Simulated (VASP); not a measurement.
# ZnSe (F-43m) in VASP: Born charges and dielectric tensor with LDA

Aim: the Born charges and dielectric tensor of ZnSe with LDA.

All numbers are computed with VASP 6.6.1; they aren't measurements. Logs are shortened: lines on timing, memory, paths and dates and some standing lists are left out, and cuts for length are marked.

**What was measured.**

From “Alloy Disordering Effects on the Thermal Conductivity and Energy Gap Temperature Dependence of Cd1−xZnxSe Ternary Crystals Grown by the Bridgman Method”, 2023, pmc:10253836, for a bulk crystal of ZnSe at 300 K: band gap 2.695 ± 0.003 eV (an exciton energy, a little under the gap).

A printed reference work, textbook reports, for a bulk crystal of ZnSe: high-frequency dielectric constant 5.9.

How close the calculation comes is told below.

## 1. The structure

The structure is cubic, space group F-43m (No. 216). The conventional cell has a = 5.576 Å, b = 5.576 Å, c = 5.576 Å, α = 90.00°, β = 90.00°, γ = 90.00°. Around Zn (site symmetry -43m) lie 4 Se at 2.41 Å. Se (site symmetry -43m) is surrounded by 4 Zn at 2.41 Å.

The cell is a database's computed one.

## 2. Born charges and dielectric tensor, LDA

File INCAR:

```
SYSTEM = ZnSe
PREC     = Accurate       ! precision mode
ENCUT    = 350            ! plane-wave cutoff, eV
EDIFF    = 1E-8           ! SCF threshold, eV
ISMEAR   = 0              ! smearing method
SIGMA    = 0.02           ! smearing width, eV
LREAL    = .FALSE.        ! projectors in reciprocal space
LASPH    = .TRUE.         ! aspherical terms in the spheres
NELM     = 80             ! most SCF steps
ALGO     = Normal         ! electronic algorithm
ISIF     = 2              ! what is computed and relaxed
LWAVE    = .FALSE.        ! write WAVECAR
LCHARG   = .FALSE.        ! write CHGCAR
LEPSILON = .TRUE.         ! dielectric tensor by DFPT
IBRION   = 8              ! ionic algorithm
NSW      = 1              ! ionic steps
```

File KPOINTS:

```
regular mesh
0
G
  8 8 8
  0 0 0
```

File POSCAR:

```
ZnSe
1.0
    0.0000000000      2.7880600000      2.7880600000
    2.7880600000      0.0000000000      2.7880600000
    2.7880600000      2.7880600000      0.0000000000
Zn Se
1 1
Direct
    0.0000000000      0.0000000000      0.0000000000
    0.2500000000      0.2500000000      0.2500000000
```

Potentials or basis: VASP PAW LDA potentials, release 64 (Zn, Se).

Launch:

```
$ cat potpaw_LDA.64/Zn/POTCAR potpaw_LDA.64/Se/POTCAR > POTCAR
$ mpirun -np 1 vasp_std > vasp.out
```

OUTCAR:

```text
SYSTEM = ZnSe
   PREC = Accurate
   ENCUT = 350
   EDIFF = 1E-8
   ISMEAR = 0
   LREAL = .FALSE.
   LASPH = .TRUE.
   NELM = 80
   ISIF = 2
   LEPSILON = .TRUE.
   IBRION = 8
   NSW = 1

 ion  position               nearest neighbor table
   1  0.000  0.000  0.000-   2 2.41   2 2.41   2 2.41   2 2.41
   2  0.250  0.250  0.250-   1 2.41   1 2.41   1 2.41   1 2.41

  LATTYP: Found a face centered cubic cell.
 ALAT       =     5.5761200000

  Lattice vectors:

 A1 = (   0.0000000000,   2.7880600000,   2.7880600000)
 A2 = (   2.7880600000,   0.0000000000,   2.7880600000)
 A3 = (   2.7880600000,   2.7880600000,   0.0000000000)

Analysis of symmetry for initial positions (statically):
=====================================================================
 Subroutine PRICEL returns:
 Original cell was already a primitive cell.

 Routine SETGRP: Setting up the symmetry group for a
 face centered cubic supercell.

 Subroutine GETGRP returns: Found 24 space group operations
 (whereof 24 operations were pure point group operations)
 out of a pool of 48 trial point group operations.

The static configuration has the point symmetry T_d .

Analysis of symmetry for dynamics (positions and initial velocities):
=====================================================================
 Subroutine PRICEL returns:
 Original cell was already a primitive cell.

 Routine SETGRP: Setting up the symmetry group for a
 face centered cubic supercell.

 Subroutine GETGRP returns: Found 24 space group operations
 (whereof 24 operations were pure point group operations)
 out of a pool of 48 trial point group operations.

The dynamic configuration has the point symmetry T_d .

 Subroutine INISYM returns: Found 24 space group operations
 (whereof 24 operations are pure point group operations),
 and found     1 'primitive' translations

----------------------------------------------------------------------------------------

                                     Primitive cell

  volume of cell :      43.3447

  direct lattice vectors                    reciprocal lattice vectors
     0.000000000  2.788060000  2.788060000    -0.179336169  0.179336169  0.179336169
     2.788060000  0.000000000  2.788060000     0.179336169 -0.179336169  0.179336169
     2.788060000  2.788060000  0.000000000     0.179336169  0.179336169 -0.179336169

  length of vectors
     3.942912265  3.942912265  3.942912265     0.310619357  0.310619357  0.310619357

  position of ions in fractional coordinates (direct lattice)
     0.000000000  0.000000000  0.000000000
     0.250000000  0.250000000  0.250000000

  ion indices of the primitive-cell ions
   primitive index   ion index
                 1           1
                 2           2

----------------------------------------------------------------------------------------

 KPOINTS: regular mesh

Automatic generation of k-mesh.
 Grid dimensions read from file:
 generate k-points for:    8    8    8

 Generating k-lattice:

  Cartesian coordinates                     Fractional coordinates (reciprocal lattice)
    -0.022417021  0.022417021  0.022417021     0.125000000  0.000000000  0.000000000
     0.022417021 -0.022417021  0.022417021     0.000000000  0.125000000  0.000000000
[... 534 lines left out ...]
  free energy    TOTEN  =        -0.89799137 eV

  energy without entropy =       -0.89799137

------------------------ aborting loop because EDIFF is reached ----------------------------------------

--------------------------------------- Ionic step        2  -------------------------------------------

------------------------ aborting loop because EDIFF is reached ----------------------------------------

--------------------------------------- Ionic step        3  -------------------------------------------

------------------------ aborting loop because EDIFF is reached ----------------------------------------

 PIEZOELECTRIC TENSOR FIELD DIRECTION 3  (e Angst)
 -----------------------------------------------------------------------------
    -0.00113 -1.88602  0.00000           (  0.00000  0.03365  0.00000)
    -1.88602 -0.00113  0.00000           (  0.03365  0.00000  0.00000)
     0.00000  0.00000  0.00063           (  0.00000  0.00000 -0.00000)

 PIEZOELECTRIC TENSOR FIELD DIRECTION 3  (C/m^2)
 -----------------------------------------------------------------------------
    -0.00042 -0.69714  0.00000
    -0.69714 -0.00042  0.00000
     0.00000  0.00000  0.00023

--------------------------------------- Ionic step        4  -------------------------------------------

------------------------ aborting loop because EDIFF is reached ----------------------------------------

[... ionic steps 5 to 6 ...]

--------------------------------------- Ionic step        7  -------------------------------------------

 Free energy of the ion-electron system (eV)
  ---------------------------------------------------
  ---------------------------------------------------
  free energy    TOTEN  =        -0.08220731 eV

  energy without entropy =       -0.08220731

------------------------ aborting loop because EDIFF is reached ----------------------------------------

 INTERNAL STRAIN TENSOR  FOR ION    2  DIRECTION 1   (eV/Angst):
 -----------------------------------------------------------------------------
     0.01392  0.00000  0.00000
     0.00000 -0.00104 -6.09987
     0.00000 -6.09987 -0.00104

 MACROSCOPIC STATIC DIELECTRIC TENSOR (including local field effects in DFT)
 ------------------------------------------------------
           8.119908    -0.000000    -0.000000
           0.000000     8.119908     0.000000
          -0.000000    -0.000000     8.119908
 ------------------------------------------------------

 PIEZOELECTRIC TENSOR (including local field effects)  for field in x, y, z        (e  Angst)
          XX          YY          ZZ          XY          YZ          ZX
  --------------------------------------------------------------------------------
  x     0.00000    -0.00000     0.00000     0.00000    -1.90264     0.00000
  y     0.00000    -0.00000     0.00000     0.00000    -0.00000    -1.90264
  z    -0.00000    -0.00000    -0.00000    -1.90264     0.00000     0.00000

 PIEZOELECTRIC TENSOR (including local field effects)  for field in x, y, z        (C/m^2)
          XX          YY          ZZ          XY          YZ          ZX
  --------------------------------------------------------------------------------
  x     0.00000    -0.00000     0.00000     0.00000    -0.70328     0.00000
  y     0.00000    -0.00000     0.00000     0.00000    -0.00000    -0.70328
  z    -0.00000    -0.00000    -0.00000    -0.70328     0.00000     0.00000

 BORN EFFECTIVE CHARGES (including local field effects) (in |e|, cummulative output)
 ---------------------------------------------------------------------------------
 ion    1
    1     2.01257    -0.00000    -0.00000
    2     0.00000     2.01257     0.00000
    3    -0.00000    -0.00000     2.01257
 ion    2
    1    -2.01257     0.00000     0.00000
    2     0.00000    -2.01257     0.00000
    3     0.00000     0.00000    -2.01257

 INTERNAL STRAIN TENSOR FOR ION    2 for displacements in x,y,z  (eV/Angst):
          X           Y           Z          XY          YZ          ZX
  --------------------------------------------------------------------------------
  x    -0.00000     0.00000     0.00000     0.00000    -6.09987     0.00000
  y     0.00000    -0.00000     0.00000     0.00000     0.00000    -6.09987
  z     0.00000     0.00000    -0.00000    -6.09987     0.00000     0.00000

 SECOND DERIVATIVES (NOT SYMMETRIZED)
 ------------------------------------
               1X          1Y          1Z          2X          2Y          2Z
  1X    -6.402902    0.000000    0.000000    6.402902    0.000000    0.000000
  1Y     0.000000   -6.402902    0.000000    0.000000    6.402902    0.000000
  1Z     0.000000    0.000000   -6.402902    0.000000    0.000000    6.402902
  2X     6.250024    0.000000    0.000000   -6.250024    0.000000    0.000000
  2Y     0.000000    6.250024    0.000000    0.000000   -6.250024    0.000000
  2Z     0.000000    0.000000    6.250024    0.000000    0.000000   -6.250024

 Eigenvectors and eigenvalues of the dynamical matrix
 ----------------------------------------------------

   1 f  =    6.578619 THz    41.334679 2PiTHz  219.439093 cm-1    27.206968 meV
             X         Y         Z           dx          dy          dz
      0.000000  0.000000  0.000000    -0.000000    0.743627   -0.000000
      1.394030  1.394030  1.394030    -0.000000   -0.668595    0.000000
[... 21 lines left out ...]
   6 f/i=    0.039520 THz     0.248314 2PiTHz    1.318256 cm-1     0.163443 meV
             X         Y         Z           dx          dy          dz
      0.000000  0.000000  0.000000     0.449158    0.488131   -0.083691
      1.394030  1.394030  1.394030     0.499564    0.542911   -0.093083

--------------------------------------------------------------------------------------------------------

 MACROSCOPIC STATIC DIELECTRIC TENSOR IONIC CONTRIBUTION
 ------------------------------------------------------
           2.672626    -0.000000    -0.000000
          -0.000000     2.672626    -0.000000
          -0.000000    -0.000000     2.672626
 ------------------------------------------------------

 ELASTIC MODULI CONTR FROM IONIC RELAXATION (kBar)
 Direction    XX          YY          ZZ          XY          YZ          ZX
 --------------------------------------------------------------------------------
 XX          -0.0000     -0.0000     -0.0000     -0.0000      0.0000     -0.0000
 YY          -0.0000     -0.0000     -0.0000     -0.0000     -0.0000      0.0000
 ZZ          -0.0000     -0.0000     -0.0000      0.0000     -0.0000     -0.0000
 XY          -0.0000     -0.0000      0.0000   -217.9096      0.0000      0.0000
 YZ           0.0000     -0.0000     -0.0000      0.0000   -217.9096      0.0000
 ZX          -0.0000      0.0000     -0.0000      0.0000      0.0000   -217.9096
 --------------------------------------------------------------------------------

 PIEZOELECTRIC TENSOR IONIC CONTR  for field in x, y, z        (C/m^2)
          XX          YY          ZZ          XY          YZ          ZX
  --------------------------------------------------------------------------------
  x    -0.00000     0.00000     0.00000    -0.00000     0.71809    -0.00000
  y     0.00000    -0.00000     0.00000     0.00000     0.00000     0.71809
  z     0.00000     0.00000    -0.00000     0.71809    -0.00000    -0.00000
```

Run time: 4.4 min. Hardware: 1 thread of AMD EPYC 7R13 (Zen 3), shared host; peak memory 0.17 GiB.

What came out:

```yaml
Band_gap_on_the_k_mesh: 1.27 eV, direct
Electronic_dielectric_tensor_diagonal: 8.12
Born_charges_mean_of_the_diagonal: Zn +2.01; Se -2.01 e
Highest_phonon_frequency_at_Γ_LO-TO_splitting_left_out: 219 cm⁻¹
```

Phonon frequencies in cm⁻¹ (negative: imaginary):
| q point | frequencies |
| --- | --- |
| (0.000, 0.000, 0.000) | -1 -1 -1 219 219 219 |

Electronic dielectric tensor:
```
8.12 0.00 0.00
0.00 8.12 0.00
0.00 0.00 8.12
```

Born effective charge tensors (e):
atom 1, Zn
```
2.01 0.00 0.00
0.00 2.01 0.00
0.00 0.00 2.01
```
atom 2, Se
```
-2.01  0.00  0.00
 0.00 -2.01  0.00
 0.00  0.00 -2.01
```

## 3. Comparison with measurements

Step 2. Against the measured gap of ZnSe, 2.695 eV (an exciton energy, a little under the gap; 300 K; “Alloy Disordering Effects on the Thermal Conductivity and Energy Gap Temperature Dependence of Cd1−xZnxSe Ternary Crystals Grown by the Bridgman Method”, 2023, pmc:10253836), the calculated 1.27 eV is off by -1.43 eV. So large a miss can be the level of theory's own, or it may mean another phase, state or a wrong row. Spin-orbit coupling on Se is left out. The value is that of LDA, without temperature or zero-point motion. Semilocal functionals fall short of measured gaps as a rule. The cell is a database's relaxed one, not the measured one, which moves gaps too. Against the measured high-frequency dielectric constant of ZnSe, 5.9 (a printed reference work, textbook), the calculated 8.12 is off by +37.6 %. So large a miss can be the level of theory's own, or it may mean another phase, state or a wrong row.
